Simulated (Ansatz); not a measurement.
# Cu(100) / 3 layers Rh(100) / Cu(100): resistance against film thickness

Wanted: interface resistance and thickness dependence for Cu(100) / 3 layers Rh(100) / Cu(100).

Main program and level: Ansatz 0.2.0; Ansatz plane-wave DFT, PBE, PAW files; ballistic transport by layer matching (Landauer), zero bias; PAW set soft_1.

Report form: the programs' logs are mostly left out.

## Step 1: The starting structure

The cell holds 14 atoms: 11 Cu and 3 Rh. Cell: a = 2.556 Å, b = 2.556 Å, c = 26.196 Å, α = 90.0°, β = 90.0°, γ = 90.0°. It derives from Cu and Rh. Regions: lead, 11 atoms (11 Cu); films, 3 atoms (3 Rh). The structure is stacked along c, and the current runs across the ab planes.

## Step 2: With 3 layers

The film is laid into the lead at the lead's in-plane lattice, and the cell closes on the lead's own image. The mesh across the current, 28×28, is finer than the density's, because channels open and close sharply across the zone. Energies from -1 to 1 eV in steps of 0.036 eV cover the slope of the Fermi function at 300 K, so the program can form a conductance.

input.yaml

```yaml
crystal:
  lattice:
    - [2.5561627297, 0.0, 0.0]
    - [0.0, 2.5561627297, 0.0]
    - [0.0, 0.0, 26.1961771318]
  atoms:
    - { symbol: Cu, position: [0.0, 0.0, 0.0344989269] }
    - { symbol: Cu, position: [0.5, 0.5, 0.1034967807] }
    - { symbol: Cu, position: [0.0, 0.0, 0.1724946345] }
    - { symbol: Cu, position: [0.5, 0.5, 0.2414924883] }
    - { symbol: Cu, position: [0.0, 0.0, 0.3104903421] }
    - { symbol: Rh, position: [0.5, 0.5, 0.3851598704] }
    - { symbol: Rh, position: [0.0, 0.0, 0.4655010731] }
    - { symbol: Rh, position: [0.5, 0.5, 0.5458422758] }
    - { symbol: Cu, position: [0.0, 0.0, 0.6205118041] }
    - { symbol: Cu, position: [0.5, 0.5, 0.6895096579] }
    - { symbol: Cu, position: [0.0, 0.0, 0.7585075117] }
    - { symbol: Cu, position: [0.5, 0.5, 0.8275053655] }
    - { symbol: Cu, position: [0.0, 0.0, 0.8965032193] }
    - { symbol: Cu, position: [0.5, 0.5, 0.9655010731] }
kpoints:
  mp_grid: { grid: [15, 15, 1] }
hamiltonian:
  xc: pbe
  pseudopotentials: { kind: paw, azcp: { folder: soft_1 } }
scf:
  occupations: { method: fermi_dirac, width: 0.1 }
output:
  transmission: { leads: [[0, 1]], kmesh: [28, 28], e_range: [-1.0, 1.0], de: 0.036 }
  write_potential: true
  write_density: true
  volumetric_format: npy
  elf: true
```

Started as:

```sh
$ ansatz run input.yaml --threads 4 --pin off --max-ram 8192MiB --backend cpu --events-out ev --progress --plain --runs-dir out
```

The job ended after 2.6 min (4 threads of Arm Neoverse V1, shared host; peak memory 1.2 GiB; 9.9 min of CPU time).

This step gave:

```
free energy                                                                : -92085.3365 eV
energy at zero smearing                                                    : -92085.1908 eV
Fermi energy                                                               : 17.78 eV
cell area                                                                  : 6.534 Å²
step of the lead's potential                                               : 0.6 meV
ballistic conductance of the lead                                          : 1.08e15 S/m²
estimated errors of the lead's conductance                                 : 0, 3.4, 0.1 % (band edges, k-mesh, distance from neutral)
lead conductance per cell                                                  : 0.9129 G₀
conductance of the junction                                                : 7.13e14 S/m²
junction conductance per cell                                              : 0.6016 G₀
estimated errors of the junction's conductance                             : 0, 0.1, 6.8, 0.4, 0.3 % (energy step, band edges, k-mesh, leads' steps, distance from neutral)
area resistance that the stack adds (contact term taken off, spin by spin) : 0.4779 fΩ m²
```

Per spin. The transmission, zone mean by energy, zero at the Fermi level:

```
energy (eV)  transmission, zone mean
     -1.000                    0.534
     -0.892                    0.589
     -0.820                    0.603
     -0.712                    0.623
     -0.640                    0.576
     -0.532                    0.597
     -0.424                    0.597
     -0.352                    0.592
     -0.244                    0.567
     -0.136                    0.606
     -0.064                    0.618
      0.008                    0.604
      0.044                    0.594
      0.116                    0.570
      0.224                    0.560
      0.332                    0.536
      0.404                    0.522
      0.512                    0.571
      0.620                    0.605
      0.692                    0.623
      0.728                    0.631
      0.800                    0.624
      0.872                    0.613
      0.980                    0.601
```

Per spin. The open channels, zone mean, lead by energy, zero at the Fermi level:

energy (eV), open channels, zone mean, lead and a bar from the least value:
```
   -1.000      0.772 
   -0.928      0.782 ##
   -0.856      0.823 ########
   -0.784      0.838 ###########
   -0.712      0.823 ########
   -0.676      0.833 ##########
   -0.604      0.853 #############
   -0.532      0.864 ###############
   -0.460      0.874 ################
   -0.388      0.884 ##################
   -0.316      0.879 #################
   -0.244      0.879 #################
   -0.172      0.889 ###################
   -0.100      0.909 ######################
   -0.028      0.909 ######################
    0.008      0.909 ######################
    0.080      0.930 #########################
    0.152      0.935 ##########################
    0.224      0.940 ###########################
    0.296      0.920 ########################
    0.368      0.950 ############################
    0.440      0.940 ###########################
    0.512      0.930 #########################
    0.584      0.940 ###########################
    0.656      0.950 ############################
    0.692      0.960 ##############################
    0.764      0.960 ##############################
    0.836      0.960 ##############################
    0.908      0.955 #############################
    0.980      0.955 #############################
```

Transmission over k1 and k2. At 0.0080 eV from the Fermi level.

Ten even steps from '_' (0.00) to '@' (1.00), each cell a mean:
```
__________::__..++##**@@....@@....@@**##++..__::________
________..++==##@@%%@@@@::--@@--::@@@@%%@@##==++..______
____..____%%%%%%@@@@@@@@::::%%::::@@@@@@@@%%%%%%____..__
__::::##****%%%%@@@@@@##__%%%%%%__##@@@@@@%%%%****##::::
____..@@%%%%@@@@@@@@@@%%::%%@@%%::%%@@@@@@@@@@%%%%@@..__
__::%%@@%%@@@@@@@@@@@@@@::@@@@@@::@@@@@@@@@@@@@@%%@@%%::
::**%%@@@@@@@@@@@@@@@@@@::@@@@@@::@@@@@@@@@@@@@@@@@@%%**
::**%%@@@@@@@@@@@@@@@@##__==@@==__##@@@@@@@@@@@@@@@@%%**
__**##****++****####++__::##%%##::__++####****++****##**
__..::--::++++******::==**--==--**==::******++++::--::..
__%%%%%%**@@@@@@@@@@%%@@##::##::##@@%%@@@@@@@@@@**%%%%%%
__..::--::######%%%%::**##..--..##**::%%%%######::--::..
__++++++++--==++++++--__--##%%##--__--++++++==--++++++++
..##%%@@@@%%@@@@@@@@@@**__==@@==__**@@@@@@@@@@%%@@@@%%##
--##%%@@@@@@@@@@@@@@@@@@..%%@@%%..@@@@@@@@@@@@@@@@@@%%##
__::%%@@%%@@@@@@@@@@@@@@::@@@@@@::@@@@@@@@@@@@@@%%@@%%::
____--@@%%%%@@@@@@@@@@%%::%%@@%%::%%@@@@@@@@@@%%%%@@--__
__..::@@##**%%@@@@@@@@##__@@@@@@__##@@@@@@@@%%**##@@::..
____..____##%%%%@@@@@@%%::::%%::::%%@@@@@@%%%%##____..__
__________****%%@@%%@@@@::--@@--::@@@@%%@@%%****________
__________::__::**##**@@..::@@::..@@**##**::__::________
__________________==--::____::____::--==________________
```
Columns: k1 (b1) from -0.5 to 0.464; rows upwards: k2 (b2) from -0.5 to 0.464.

Open channels over k1 and k2. At 0.0080 eV from the Fermi level.

Values, 12 rows by 16 columns, each cell a mean:
```
0.00 0.24 0.63 1.00 1.00 1.00 1.00 1.00 1.00 1.00 1.00 1.00 1.00 0.88 0.51 0.06
0.12 0.90 1.00 1.00 1.00 1.00 1.00 1.00 1.00 1.00 1.00 1.00 1.00 1.00 1.00 0.59
0.43 1.00 1.00 1.00 1.00 1.00 1.00 1.00 1.00 1.00 1.00 1.00 1.00 1.00 1.00 1.00
1.08 1.00 1.00 1.00 1.00 1.00 1.00 1.00 1.00 1.00 1.00 1.00 1.00 1.00 1.00 1.00
0.76 1.00 1.00 1.00 1.00 1.00 1.00 1.00 1.00 1.00 1.00 1.00 1.00 1.00 1.00 1.00
0.43 1.00 1.00 1.00 1.00 1.00 1.00 1.00 1.00 1.00 1.00 1.00 1.00 1.00 1.00 1.00
0.43 1.00 1.00 1.00 1.00 1.00 1.00 1.00 1.00 1.00 1.00 1.00 1.00 1.00 1.00 1.00
1.24 1.00 1.00 1.00 1.00 1.00 1.00 1.00 1.00 1.00 1.00 1.00 1.00 1.00 1.00 1.00
0.59 1.00 1.00 1.00 1.00 1.00 1.00 1.00 1.00 1.00 1.00 1.00 1.00 1.00 1.00 1.00
0.37 0.98 1.00 1.00 1.00 1.00 1.00 1.00 1.00 1.00 1.00 1.00 1.00 1.00 1.00 0.92
0.00 0.69 1.00 1.00 1.00 1.00 1.00 1.00 1.00 1.00 1.00 1.00 1.00 1.00 0.96 0.31
0.00 0.04 0.20 0.57 0.57 1.31 0.82 0.57 0.57 0.57 1.18 0.94 0.57 0.45 0.12 0.00
```
Columns: k1 (b1) from -0.5 to 0.464; rows upwards: k2 (b2) from -0.5 to 0.464.

ELF in the ca plane at fractional y = 0.000, with atoms of Cu and Rh within 0.2 Å of it. It is the smooth field of the valence electrons, not physical close to the nuclei.

Values, 5 rows by 16 columns, each cell a mean:
```
0.22 0.23 0.20 0.28 0.18 0.24 0.18 0.27 0.21 0.22 0.39 0.64 0.25 0.22 0.18 0.28
0.19 0.25 0.25 0.17 0.23 0.25 0.22 0.17 0.26 0.24 0.26 0.34 0.24 0.25 0.23 0.17
0.24 0.25 0.27 0.21 0.27 0.24 0.26 0.21 0.28 0.24 0.25 0.25 0.25 0.25 0.27 0.21
0.17 0.25 0.23 0.17 0.21 0.25 0.19 0.17 0.24 0.24 0.30 0.47 0.24 0.24 0.20 0.17
0.30 0.22 0.19 0.43 0.18 0.24 0.19 0.41 0.19 0.21 0.44 0.70 0.26 0.21 0.17 0.43
```
Columns run along c (16.0 Å, from fractional 0.04 to 0.65 of the cell), rows up along a (2.6 Å). Atoms in or near the plane, at fractional coordinates: Cu at (0.17, 0.00), Cu at (0.31, 0.00), Rh at (0.47, 0.00), Cu at (0.62, 0.00).

Electrostatic potential energy in the ca plane at fractional y = 0.000, with atoms of Cu and Rh within 0.2 Å of it. With pseudopotentials it is smooth inside the atoms' cores, unlike the true potential.

Ten even steps from '0' (-55 eV) to '9' (20 eV), each cell a mean:
```
04899998400489999830148999997200279999995103
46999999644799999964479999998522489999997435
89999999988999999998899999999876899999999888
99999999999999999999999999999999999999999999
99999999999999999999999999999988999999999999
57999999755899999975589999999644699999998657
15899998411589999841259999998300379999996213
03899997300389999720038999997200169999984002
```
Columns run along c (16.0 Å, from fractional 0.04 to 0.65 of the cell; values clipped at the 3rd and 97th percentile), rows up along a (2.6 Å). Atoms in or near the plane, at fractional coordinates: Cu at (0.17, 0.00), Cu at (0.31, 0.00), Rh at (0.47, 0.00), Cu at (0.62, 0.00).

Valence density in the ca plane at fractional y = 0.000, with atoms of Cu and Rh within 0.2 Å of it. It is the smooth field of the valence electrons, not physical close to the nuclei.

Values in e/Å³, 5 rows by 16 columns, each cell a mean:
```
 9  0  0 15  1  0  3 14  0  0  2  7  1  0  1 15
 1  0  0  1  0  0  0  1  0  0  1  1  0  0  0  1
 0  0  0  0  0  0  0  0  0  0  0  0  0  0  0  0
 2  0  0  3  0  0  1  3  0  0  1  3  0  0  1  3
16  0  0 30  2  0  5 27  0  0  3 10  1  0  2 29
```
Columns run along c (16.0 Å, from fractional 0.04 to 0.65 of the cell), rows up along a (2.6 Å). Atoms in or near the plane, at fractional coordinates: Cu at (0.17, 0.00), Cu at (0.31, 0.00), Rh at (0.47, 0.00), Cu at (0.62, 0.00).

The lead's potential steps by 0.6 meV from period to period, small in itself. The program estimates the junction's conductance to 6.8 % from the k-mesh, 0.3 % from the leads' distance from neutral and 0.4 % from their steps.

By hand: 1/G − 1/G_lead = 1/0.7134 − 1/1.083 = 0.478 fΩ m² with G in 10¹⁵ S/m².

## Step 3: With 5 layers, film layers 5

The stack now holds 5 film layers; the k-mesh follows the cell, and the energies span -0.27 to 0.27 eV.

System of this step: Cu(100) / 5 layers Rh(100) / Cu(100). The cell holds 16 atoms: 11 Cu and 5 Rh. Its edges and angles: a = 2.556 Å, b = 2.556 Å, c = 30.405 Å, α = 90.0°, β = 90.0°, γ = 90.0°. It derives from Cu and Rh. Regions: lead, 11 atoms (11 Cu); films, 5 atoms (5 Rh). The structure is stacked along c, and the current runs across the ab planes.

input.yaml

```yaml
crystal:
  lattice:
    - [2.5561627297, 0.0, 0.0]
    - [0.0, 2.5561627297, 0.0]
    - [0.0, 0.0, 30.4054418863]
  atoms:
    - { symbol: Cu, position: [0.0, 0.0, 0.0297229688] }
    - { symbol: Cu, position: [0.5, 0.5, 0.0891689063] }
    - { symbol: Cu, position: [0.0, 0.0, 0.1486148439] }
    - { symbol: Cu, position: [0.5, 0.5, 0.2080607815] }
    - { symbol: Cu, position: [0.0, 0.0, 0.267506719] }
    - { symbol: Rh, position: [0.5, 0.5, 0.3318391565] }
    - { symbol: Rh, position: [0.0, 0.0, 0.4010580939] }
    - { symbol: Rh, position: [0.5, 0.5, 0.4702770312] }
    - { symbol: Rh, position: [0.0, 0.0, 0.5394959686] }
    - { symbol: Rh, position: [0.5, 0.5, 0.6087149059] }
    - { symbol: Cu, position: [0.0, 0.0, 0.6730473434] }
    - { symbol: Cu, position: [0.5, 0.5, 0.732493281] }
    - { symbol: Cu, position: [0.0, 0.0, 0.7919392185] }
    - { symbol: Cu, position: [0.5, 0.5, 0.8513851561] }
    - { symbol: Cu, position: [0.0, 0.0, 0.9108310937] }
    - { symbol: Cu, position: [0.5, 0.5, 0.9702770312] }
kpoints:
  mp_grid: { grid: [15, 15, 1] }
hamiltonian:
  xc: pbe
  pseudopotentials: { kind: paw, azcp: { folder: soft_1 } }
scf:
  occupations: { method: fermi_dirac, width: 0.1 }
output:
  transmission:
    leads: [[0, 1]]
    kmesh: [28, 28]
    e_range: [-0.27, 0.27]
    de: 0.036
  write_potential: true
  write_density: true
  volumetric_format: npy
```

Run time: 93 s. Hardware: 4 threads; peak memory 1.5 GiB.

Numbers from this step:

| Item | Value |
| --- | --- |
| free energy | -104890.9215 eV |
| energy at zero smearing | -104890.7273 eV |
| Fermi energy | 18.42 eV |
| estimated errors of the lead's conductance | 0, 3.4, 0.2 % (band edges, k-mesh, distance from neutral) |
| lead conductance per cell | 0.9132 G₀ |
| conductance of the junction | 7.41e14 S/m² |
| junction conductance per cell | 0.6250 G₀ |
| estimated errors of the junction's conductance | 0, 0, 5.9, 0.4, 0.5 % (energy step, band edges, k-mesh, leads' steps, distance from neutral) |
| area resistance that the stack adds (contact term taken off, spin by spin) | 0.4258 fΩ m² |

Per spin. Table of transmission, zone mean by energy, zero at the Fermi level:

```
energy (eV)  transmission, zone mean
     -0.270                    0.585
     -0.234                    0.622
     -0.198                    0.634
     -0.162                    0.630
     -0.126                    0.639
     -0.090                    0.634
     -0.054                    0.632
     -0.018                    0.640
      0.018                    0.617
      0.054                    0.617
      0.090                    0.612
      0.126                    0.604
      0.162                    0.624
      0.198                    0.584
      0.234                    0.549
      0.270                    0.601
```

The conductance of the junction is 7.4e14 S/m², 3.9 % over the 7.1e14 S/m² of the last finished run, within the error estimates, leads' steps apart, of 6.8 and 5.9 %.

## Step 4: With 6 layers, film layers 6

The stack now holds 6 film layers; the k-mesh follows the cell, and the energies span -0.27 to 0.27 eV.

System of this step: Cu(100) / 6 layers Rh(100) / Cu(100). The cell holds 16 atoms: 10 Cu and 6 Rh. Cell: a = 2.556 Å, b = 2.556 Å, c = 30.703 Å, α = 90.0°, β = 90.0°, γ = 90.0°. It derives from Cu and Rh. Regions: lead, 10 atoms (10 Cu); films, 6 atoms (6 Rh). The structure is stacked along c, and the current runs across the ab planes.

input.yaml, the sections that differ from step 3:

```yaml
crystal:
  lattice:
    - [2.5561627297, 0.0, 0.0]
    - [0.0, 2.5561627297, 0.0]
    - [0.0, 0.0, 30.7025942635]
  atoms:
    - { symbol: Cu, position: [0.0, 0.0, 0.0294352976] }
    - { symbol: Cu, position: [0.5, 0.5, 0.0883058929] }
    - { symbol: Cu, position: [0.0, 0.0, 0.1471764881] }
    - { symbol: Cu, position: [0.5, 0.5, 0.2060470834] }
    - { symbol: Cu, position: [0.0, 0.0, 0.2649176786] }
    - { symbol: Rh, position: [0.5, 0.5, 0.3286274802] }
    - { symbol: Rh, position: [0.0, 0.0, 0.3971764881] }
    - { symbol: Rh, position: [0.5, 0.5, 0.465725496] }
    - { symbol: Rh, position: [0.0, 0.0, 0.534274504] }
    - { symbol: Rh, position: [0.5, 0.5, 0.6028235119] }
    - { symbol: Rh, position: [0.0, 0.0, 0.6713725198] }
    - { symbol: Cu, position: [0.5, 0.5, 0.7350823214] }
    - { symbol: Cu, position: [0.0, 0.0, 0.7939529166] }
    - { symbol: Cu, position: [0.5, 0.5, 0.8528235119] }
    - { symbol: Cu, position: [0.0, 0.0, 0.9116941071] }
    - { symbol: Cu, position: [0.5, 0.5, 0.9705647024] }
# kpoints, hamiltonian, scf, output: as in step 3
```

It took 93 s on 4 threads; peak memory 1.5 GiB; 5.7 min of CPU time.

Numbers from this step:

* free energy: -104668.5207 eV
* energy at zero smearing: -104668.3065 eV
* Fermi energy: 18.81 eV
* step of the lead's potential: 1.1 meV
* lead conductance per cell: 0.9133 G₀
* conductance of the junction: 7.24e14 S/m²
* junction conductance per cell: 0.6106 G₀
* estimated errors of the junction's conductance: 0.3, 0, 8, 0.9, 0 % (energy step, band edges, k-mesh, leads' steps, distance from neutral)
* area resistance that the stack adds (contact term taken off, spin by spin): 0.4577 fΩ m²

Per spin. Table of transmission, zone mean by energy, zero at the Fermi level:

```
energy (eV)  transmission, zone mean
     -0.270                    0.574
     -0.234                    0.589
     -0.198                    0.603
     -0.162                    0.602
     -0.126                    0.594
     -0.090                    0.617
     -0.054                    0.590
     -0.018                    0.618
      0.018                    0.617
      0.054                    0.603
      0.090                    0.590
      0.126                    0.588
      0.162                    0.607
      0.198                    0.598
      0.234                    0.583
      0.270                    0.577
```

The conductance of the junction is 7.2e14 S/m², 2.3 % under the 7.4e14 S/m² of the last finished run, within the error estimates, leads' steps apart, of 5.9 and 8 %.

## Step 5: With 8 layers, film layers 8

The stack now holds 8 film layers; the k-mesh follows the cell, and the energies span -0.27 to 0.27 eV.

System of this step: Cu(100) / 8 layers Rh(100) / Cu(100). The cell holds 18 atoms: 10 Cu and 8 Rh. Cell: a = 2.556 Å, b = 2.556 Å, c = 34.912 Å, α = 90.0°, β = 90.0°, γ = 90.0°. It derives from Cu and Rh. Regions: lead, 10 atoms (10 Cu); films, 8 atoms (8 Rh). The structure is stacked along c, and the current runs across the ab planes.

input.yaml, the sections that differ from step 4:

```yaml
crystal:
  lattice:
    - [2.5561627297, 0.0, 0.0]
    - [0.0, 2.5561627297, 0.0]
    - [0.0, 0.0, 34.911859018]
  atoms:
    - { symbol: Cu, position: [0.0, 0.0, 0.0258863328] }
    - { symbol: Cu, position: [0.5, 0.5, 0.0776589983] }
    - { symbol: Cu, position: [0.0, 0.0, 0.1294316638] }
    - { symbol: Cu, position: [0.5, 0.5, 0.1812043294] }
    - { symbol: Cu, position: [0.0, 0.0, 0.2329769949] }
    - { symbol: Rh, position: [0.5, 0.5, 0.2890054117] }
    - { symbol: Rh, position: [0.0, 0.0, 0.3492895798] }
    - { symbol: Rh, position: [0.5, 0.5, 0.4095737479] }
    - { symbol: Rh, position: [0.0, 0.0, 0.469857916] }
    - { symbol: Rh, position: [0.5, 0.5, 0.530142084] }
    - { symbol: Rh, position: [0.0, 0.0, 0.5904262521] }
    - { symbol: Rh, position: [0.5, 0.5, 0.6507104202] }
    - { symbol: Rh, position: [0.0, 0.0, 0.7109945883] }
    - { symbol: Cu, position: [0.5, 0.5, 0.7670230051] }
    - { symbol: Cu, position: [0.0, 0.0, 0.8187956706] }
    - { symbol: Cu, position: [0.5, 0.5, 0.8705683362] }
    - { symbol: Cu, position: [0.0, 0.0, 0.9223410017] }
    - { symbol: Cu, position: [0.5, 0.5, 0.9741136672] }
# kpoints, hamiltonian, scf, output: as in step 4
```

Wall time 1.9 min (4 threads); peak memory 1.8 GiB; 7.2 min of CPU time.

Numbers from this step:

```yaml
free_energy: -117474.0889 eV
energy_at_zero_smearing: -117473.8200 eV
fermi_energy: 19.24 eV
step_of_the_lead_s_potential: 1.3 meV
estimated_errors_of_the_lead_s_conductance: 0, 3.4, 0.1 % (band edges, k-mesh, distance from neutral)
lead_conductance_per_cell: 0.9130 G₀
conductance_of_the_junction: 7.19e14 S/m²
junction_conductance_per_cell: 0.6063 G₀
estimated_errors_of_the_junction_s_conductance: 0.1, 0, 7.1, 1.3, 0.3 % (energy step, band edges, k-mesh, leads' steps, distance from neutral)
area_resistance_that_the_stack_adds_contact_term_taken_off_spin_by_spin: 0.4672 fΩ m²
```

Per spin. Table of transmission, zone mean by energy, zero at the Fermi level:

```
energy (eV)  transmission, zone mean
     -0.270                    0.547
     -0.234                    0.589
     -0.198                    0.626
     -0.162                    0.617
     -0.126                    0.644
     -0.090                    0.616
     -0.054                    0.619
     -0.018                    0.610
      0.018                    0.604
      0.054                    0.622
      0.090                    0.587
      0.126                    0.592
      0.162                    0.561
      0.198                    0.592
      0.234                    0.616
      0.270                    0.597
```

The conductance of the junction is 7.2e14 S/m², 0.71 % under the 7.2e14 S/m² of the last finished run, within the error estimates, leads' steps apart, of 8 and 7.1 %.

(Part 1 of 2 ends here.)

[Logs are printed without paths, hosts, clocks, repeated set-up lines and the standing remarks that a program may print on its own settings, such as how far it seeks lower states.]

[Hosts, paths, dates, database ids (printed as entryN), source tags and the programs' standing remarks are cut or masked in the printed files.]
